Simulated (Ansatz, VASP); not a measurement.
# Two plane-wave programs on MgS

```
Mg S
1.0
     6.87732    0.00000    0.00000
     0.00000    6.87732    0.00000
     0.00000    0.00000    4.07982
Mg S
4 4
Cartesian
  4.6301 4.6301 0.0000
  5.6859 1.1915 2.0399
  2.2472 2.2472 0.0000
  1.1915 5.6859 2.0399
  5.5859 5.5859 2.0399
  4.7301 2.1472 0.0000
  1.2914 1.2914 2.0399
  2.1472 4.7301 0.0000
```

Alike in both runs: functional PBE; k mesh 4 × 4 × 6; occupations gaussian, width 0.02 eV; no spin polarisation.

Ansatz relaxed the structure, and its values are those at the end. VASP's run is a single point on that final structure, the one shown.

```csv
,VASP,Ansatz
version,VASP 6.6.1,Ansatz 0.2.0
potentials or method,"VASP PAW PBE potentials, release 64 (Mg, S)","scalar-relativistic, plane waves, PAW"
plane-wave cutoff (eV),520,420
valence electrons in the cell,32,64
```

VASP gave:

| Item | Value |
| --- | --- |
| gap on the k mesh at the Fermi level (eV) | 3.35 |
| least direct gap on the mesh (eV) | 3.35 |
| pressure (GPa) | -0.1 |

Problem. Estimate Ansatz's values.

Solution. gap on the k mesh at the Fermi level (eV): 3.35; least direct gap on the mesh (eV): 3.35; pressure (GPa): 0.0.

With one functional, cell and mesh, what is left measures potentials, basis and numerics. The two sets of potentials don't hold the same shells in valence.

PBE gaps usually lie below the measured ones, often by a third to a half.
